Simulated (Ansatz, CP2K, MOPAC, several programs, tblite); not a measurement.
Energy against volume for rocksalt CdO, at fixed shape and fractional coordinates, computed by several methods (PBE and r2SCAN, where shown, with plane waves in Ansatz); the cell shown is that of r2SCAN. Space group Fm-3m (No. 225), cubic; a = 4.706 Å in the conventional setting, 13.03 Å³ an atom. Cd has 6 O at 2.35 Å; O has 6 Cd at 2.35 Å. The values are computed, spin-unpolarised, and not measurements. Energies count from each curve's lowest point; fits are third-order Birch-Murnaghan.

```
CELL_PARAMETERS angstrom
0.00000 2.35300 2.35300
2.35300 0.00000 2.35300
2.35300 2.35300 0.00000
ATOMIC_POSITIONS crystal
Cd 0.00000 0.00000 0.00000
O 0.50000 0.50000 0.50000
```

PM7 (MOPAC), on the shape of the cell shown, as a cluster of 64 atoms at the zone centre:
```csv
V (Å³/atom),E (meV/atom)
11.464,945.00
12.246,490.06
13.028,214.89
13.809,62.18
14.591,0.00
```
The lowest point is an end point, so the minimum isn't bracketed.

PBE, on the shape of its own relaxed cell:

| V (Å³/atom) | E (meV/atom) |
| --- | --- |
| 12.737 | 21.48 |
| 13.143 | 5.00 |
| 13.549 | 0.00 |
| 13.956 | 4.50 |
| 14.362 | 17.19 |

V₀ = 13.55 Å³ an atom and B₀ = 126 GPa.

PBE/SZV (CP2K), on the shape of the cell shown:

| V (Å³/atom) | E (meV/atom) |
| --- | --- |
| 11.464 | 351.57 |
| 12.246 | 167.89 |
| 13.028 | 61.54 |
| 13.809 | 10.98 |
| 14.591 | 0.00 |

The lowest point is an end point, so the minimum isn't bracketed.

**Question.** PBE/DZVP (CP2K), on the shape of the cell shown, gives

| V (Å³/atom) | E (meV/atom) |
| --- | --- |
| 11.464 | 213.52 |
| 12.246 | 81.80 |
| 13.028 | 17.08 |
| 13.809 | 0.00 |
| 14.591 | 15.97 |

What equilibrium volume and bulk modulus follow?

**Answer.** V₀ = 13.78 Å³ an atom and B₀ = 121 GPa.

GFN1-xTB (tblite), on the shape of the cell shown, as a cluster of 64 atoms at the zone centre:
```csv
V (Å³/atom),E (meV/atom)
11.464,543.16
12.246,336.13
13.028,184.36
13.809,75.44
14.591,0.00
```
The lowest point is an end point, so the minimum isn't bracketed.
